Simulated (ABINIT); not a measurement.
W in ABINIT: convergence with k mesh

Input of the first run (k mesh 2 × 2 × 2); the others differ in this setting and in those tied to it:

run.abi

```
pp_dirpath "./"
pseudos "W.GGA_PBE-JTH.xml"

acell 3*1.0
rprim
     0.0000000000     3.8361440330     3.8361440330
     3.8361440330     0.0000000000     3.8361440330
     3.8361440330     3.8361440330     0.0000000000
ntypat 1
znucl 74
natom 1
typat 1
xred
     0.0000000000     0.0000000000     0.0000000000

ecut 16.0
pawecutdg 32.0
pawxcdev 0

kptopt 1
ngkpt 2 2 2
nshiftk 1
shiftk 0.0 0.0 0.0

ixc -116133

nband 11
occopt 7
tsmear 0.00367493

nstep 100
tolvrs 1.0e-9

iomode 3
prtwf 0
prtden 0
prteig 0
prtebands 0
enunit 1
```

Potentials or basis: JTH PAW PBE v2.0.

Launch:

```bash
$ abinit run.abi > log 2>&1
```

This isn't the form of W at room conditions, which is bcc.

Hardware: 1 thread of Arm Neoverse V2, on a shared host.

| k mesh | energy less the tightest run, at zero smearing (meV/atom) | pressure (GPa) | SCF cycles | CPU time (s) | peak memory (GiB) |
| --- | --- | --- | --- | --- | --- |
| 2 × 2 × 2 | -396.47 | -42.59 | 10 | 3.2 | 0.08 |
| 3 × 3 × 3 | 377.98 | -7.13 | 15 | 4.7 | 0.08 |
| 5 × 5 × 5 | -22.18 | -13.77 | 11 | 4.1 | 0.08 |
| 7 × 7 × 7 | 24.33 | -11.47 | 13 | 5.4 | 0.08 |
| 8 × 8 × 8 | -13.58 | -12.58 | 11 | 5.3 | 0.08 |
| 10 × 10 × 10 | 4.52 | -12.61 | 13 | 7.5 | 0.09 |
| 12 × 12 × 12 | 0.12 | -13.42 | 12 | 9 | 0.09 |
| 14 × 14 × 14 | -2.93 | -13.01 | 12 | 11 | 0.1 |
| 16 × 16 × 16 | 0.00 | -13.12 | 13 | 15 | 0.1 |

Not settled before the last step: the energy (to 1 meV/atom), the pressure (to 0.1 GPa). Meshes of other sizes hit other points, so gaps and Fermi surfaces needn't settle smoothly. The tightest run that finished is the yardstick and may itself not be fully converged.

Caveat, for the tightest run too: the PAW data sets were made with another functional, which shifts forces and pressure a little. The run has no spin-orbit coupling, so splittings on W are missing.
